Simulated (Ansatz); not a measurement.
Method: DFT, PBE, plane waves (420 eV) with PAW, scalar-relativistic (Ansatz 0.2.0).

An element in the diamond structure gives this curve. The cell is scaled uniformly from the relaxed one, with fractional coordinates and shape fixed. Energies are extrapolated to zero smearing, pressures are those at the given smearing. Magnetic state: ferromagnetic.

```
V (Å³/atom)  E − E₀ (meV/atom)  P (GPa)  sphere moment (μB)
     14.594               85.5    15.82                0.82
     15.257               34.5     9.27                0.83
     15.920                7.7     4.09                0.83
     16.584                0.0    -0.01                0.84
     17.247                7.5    -3.26                0.84
     17.910               26.9    -5.81                0.85
     18.574               55.8    -7.81                0.86
```

Problem. Which element is it?
A. beryllium
B. copper
C. nickel
D. iron

Solution. C. Its fit is V₀ = 16.56 Å³/atom, B₀ = 92 GPa, B₀′ = 4.9.
